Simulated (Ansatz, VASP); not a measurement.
**One calculation of TiB2, two programs**

File INCAR:

```
ALGO = Normal
EDIFF = 1E-7
ENCUT = 520
GGA = PS
ISIF = 2
ISMEAR = -1
LASPH = True
LCHARG = True
LELF = True
LREAL = False
LVHAR = True
LWAVE = False
NBANDS = 16
NELM = 80
PREC = Accurate
SIGMA = 0.08
```

Contents of KPOINTS:

```
k-points
0
Gamma
  15 15 13
```

Contents of POSCAR:

```
TiB2
1.0
    2.9989062196      0.0000000000      0.0000000000
   -1.4994531098      2.5971289697      0.0000000000
    0.0000000000      0.0000000000      3.2284000000
Ti B
1 2
Direct
    0.0000000000      0.0000000000      0.0000000000
    0.3333333333      0.6666666667      0.5000000000
    0.6666666667      0.3333333333      0.5000000000
```

Input for Ansatz:

```yaml
crystal:
  lattice:
    - [2.9989062196, 0.0, 0.0]
    - [-1.4994531098, 2.5971289697, 0.0]
    - [0.0, 0.0, 3.2284]
  atoms:
    - { symbol: Ti, position: [0.0, 0.0, 0.0] }
    - { symbol: B, position: [0.3333333333, 0.6666666667, 0.5] }
    - { symbol: B, position: [0.6666666667, 0.3333333333, 0.5] }
kpoints:
  mp_grid: { grid: [15, 15, 13] }
  band_path:
    path:
      - [0.0, 0.0, 0.0]
      - [0.5, 0.0, 0.0]
      - [0.3333333333, 0.3333333333, 0.0]
      - [0.0, 0.0, 0.0]
      - [0.0, 0.0, 0.5]
      - [0.5, 0.0, 0.5]
      - [0.3333333333, 0.3333333333, 0.5]
      - [0.0, 0.0, 0.5]
      - [0.5, 0.0, 0.5]
    npoints: 5
scf:
  occupations: { method: fermi_dirac, width: 0.08 }
hamiltonian:
  xc: pbesol
  pseudopotentials: { kind: all_electron, lapw: { basis_error: 0.001 } }
output:
  forces: true
  stress: true
  eigenvalues: true
```

Change from the starting cell: equal xx and yy strain of -1 %.

Alike in both runs: task single point; functional PBEsol; k mesh 15 × 15 × 13; occupations fermi-dirac, width 0.08 eV; no spin polarisation.

|  | VASP | Ansatz |
| --- | --- | --- |
| version | VASP 6.6.1 | Ansatz 0.2.0 |
| potentials or method | VASP PAW PBE potentials, release 64 (Ti_sv, B) | all-electron LAPW, scalar-relativistic |
| plane-wave cutoff (eV) | 520 | see its input |

Ansatz gave:

- pressure (GPa): 0.4
- largest component of the traceless stress (GPa): 5.48

Task: Estimate VASP's values.

Result: Pressure (GPa): 0.8; largest component of the traceless stress (GPa): 5.60.

Ansatz ran all-electron here, so the differences hold the error of VASP's frozen core and of both bases.

Caveats: the PAW data sets were made with another functional, which shifts forces and pressure a little (VASP).
